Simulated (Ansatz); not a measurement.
What does this script print? It uses Ansatz 0.2.0, Python API.

The script, `ir.py`:
```python
import ansatz as az
import numpy as np

vectors = np.array([
    [0.0, 1.9156, 1.9156],
    [1.9156, 0.0, 1.9156],
    [1.9156, 1.9156, 0.0],
])
xtal = az.Lattice.of(vectors).atom("Ir", (0.0, 0.0, 0.0))
host = xtal.supercell(3, 2, 2)
defective = host.vacancy("Ir", at=(0.0, 0.0, 0.0))

def with_settings(structure):
    return (
        structure.calculation()
        .occupations("gaussian", width=0.05)
        .functional(az.Functional.PBE, dispersion="D4")
        .kpoints(2, 3, 3, center="gamma")
        .basis(31 * az.Ry)
        .band_table()
    )


perfect = with_settings(host).run().report
setup = with_settings(defective).relax(force_tolerance=0.05, max_steps=40)
result = setup.run()
report = result.report

n_host, n_defect = len(perfect["lattice"]["sites"]), len(report["lattice"]["sites"])
print(f"perfect cell: {n_host} atoms, F = {perfect['free_energy_ev']:.4f} eV")
print(f"defect cell:  {n_defect} atoms, F = {report['free_energy_ev']:.4f} eV")
print(f"vacancy formation energy {report['free_energy_ev'] - perfect['free_energy_ev'] * n_defect / n_host:.3f} eV")

start = np.array([site.position for site in defective.resolved().sites])
step = np.array([site.position_frac for site in result.lattice.sites]) - start
moved = np.linalg.norm((step - np.round(step)) @ result.lattice.cell_ang, axis=1)
print("relaxation by atom (A):", " ".join(f"{site.symbol}:{d:.3f}" for site, d in zip(result.lattice.sites, moved)))

pull = np.linalg.norm(report["forces_ev_ang"], axis=1)
for atom in np.argsort(-pull)[:5]:
    print(f"force on {result.lattice.sites[atom].symbol}{atom}: {pull[atom]:.3f} eV/A")
```

Running `python ir.py` prints:
```text
perfect cell: 12 atoms, F = -143233.9006 eV
defect cell:  11 atoms, F = -131295.2688 eV
vacancy formation energy 2.473 eV
relaxation by atom (A): Ir:0.000 Ir:0.000 Ir:0.000 Ir:0.067 Ir:0.071 Ir:0.071 Ir:0.075 Ir:0.067 Ir:0.071 Ir:0.071 Ir:0.075
force on Ir3: 0.058 eV/A
force on Ir7: 0.058 eV/A
force on Ir5: 0.039 eV/A
force on Ir9: 0.039 eV/A
force on Ir8: 0.039 eV/A
```

What to keep in mind:
- Total energies depend on the potentials; only differences at equal settings carry meaning. A total without «per atom» is that of the cell as typed.
- Dispersion corrections can be off by several per cent in the lattices of metals, and by several GPa in the pressure at a fixed cell.
- For a metal this mesh is far too coarse, so the numbers only illustrate the procedure.
- The relaxation stopped at 0.036 eV/Å, so the energy gained is a lower bound and displacements are uncertain.
- Of the deposited cell: the entry's cell lengths or inner coordinates differ somewhat from later room-temperature determinations.
- Errors of mesh and smearing per atom add up over the supercell, so the energy can be off by tenths of an eV.
- Spin-orbit coupling, which matters for elements this heavy, is left out.
- The supercell is small, so the defect meets its images and the energies aren't those of an isolated defect; a partly filled defect level may also lower its energy by spin or distortion. For a charged cell the difference holds no correction, alignment or term for the electrons' reservoir.
- Finished in 41 s on 1 thread of Intel(R) Xeon(R) Processor @ 2.30GHz, on a shared host, peak memory 0.7 GiB.
